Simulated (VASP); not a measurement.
Here is the system:

```
CELL_PARAMETERS angstrom
      0.00000     3.08452     3.08452
      3.08452     0.00000     3.08452
      3.08452     3.08452     0.00000
ATOMIC_POSITIONS crystal
  Al 0.00000 0.00000 0.00000
  Sb 0.25000 0.25000 0.25000
```

These are PBE GGA, VASP's PBE PAW potentials (set 64) (plane waves; VASP) values and carry that method's errors. Settings: 520 eV cut-off, 7×7×7 Γ-centred mesh, Gaussian smearing of 0.050 eV, potentials Al Sb.

**Question.** The job: AlSb (zinc blende), 2 atoms, PBE, static run, 520 eV, 7×7×7 Γ-centred mesh. Roughly how much core time does it take on a busy server core?

**Answer.** About 8 core-seconds (one run on a shared machine, a rough figure). It had 20 irreducible k-points, 8 bands, up to 1600 plane waves and 14 electronic steps.

The compound is AlSb in the zinc blende structure. This cell is one point of a volume scan, at 0.97 of the reference volume.
